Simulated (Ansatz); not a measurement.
# As: band structure with HSE03

As:

```
As
1.0
     1.88080    1.08588    3.51406
    -1.88080    1.08588    3.51406
     0.00000   -2.17176    3.51406
As
2
Cartesian
  0.0000 0.0000 2.3825
  0.0000 0.0000 8.1597
```

```
Program                             : Ansatz 0.2.0
Task                                : band structure
Functional                          : HSE03
Potentials or basis                 : Ansatz PAW
Cutoff                              : 420 eV (not typed: the program's choice for these potentials)
k mesh                              : 5 × 5 × 5
Occupations                         : fermi-dirac, width 0.05 eV
Spin                                : no spin polarisation
Path                                : [["G", "L", "B1"], ["B", "Z", "G", "X"], ["Q", "F", "P1", "Z"], ["L", "P"]]
Points for each segment of the path : 4
```

```json
{
  "Pressure": "0.9 GPa",
  "Largest force": "0.007 eV/Å",
  "Band gap along the path": "none (metal or under the smearing width)"
}
```

Forces on the atoms (eV/Å):
```
As   0.000  0.000  0.007
As   0.000  0.000 -0.007
```

Stress tensor (GPa, compression positive):
```
1.35 0.00 0.00
0.00 1.35 0.00
0.00 0.00 0.10
```

Levels at the corners of the path, in eV from the Fermi level:
```tsv
point	band 13	band 14	band 15	band 16	band 17	band 18
Γ	-3.06	-2.57	-2.57	1.66	3.07	3.07
L	-3.49	-3.42	-0.72	-0.38	0.31	1.41
B1	-6.77	-6.21	-1.84	1.31	5.51	5.73
B	-6.77	-6.21	-1.84	1.31	5.51	5.73
Z	-2.31	-2.31	-0.65	0.73	0.73	1.74
Γ	-3.06	-2.57	-2.57	1.66	3.07	3.07
X	-7.07	-4.22	-4.14	3.44	3.50	5.50
Q	-7.07	-4.22	-4.14	3.44	3.50	5.50
F	-6.83	-4.94	-4.86	1.40	5.87	7.32
P1	-7.03	-4.45	-3.56	2.19	4.08	6.34
Z	-2.31	-2.31	-0.65	0.73	0.73	1.74
L	-3.49	-3.42	-0.72	-0.38	0.31	1.41
P	-7.03	-4.45	-3.56	2.19	4.08	6.34
```

Wall time 33 s on 1 × NVIDIA H100 80GB HBM3 with 2 threads of AMD EPYC 7R13 Processor (Zen 3), with other jobs on the host, peak memory 1.7 GiB.

Caveat: the k mesh is coarse (spacing up to 0.40 Å⁻¹), so the values aren't converged, least of all with exact exchange; the PAW data sets come from PBE, with cores solved anew for the run's functional, which leaves a small shift of forces and pressure; the thresholds are loose for stress.
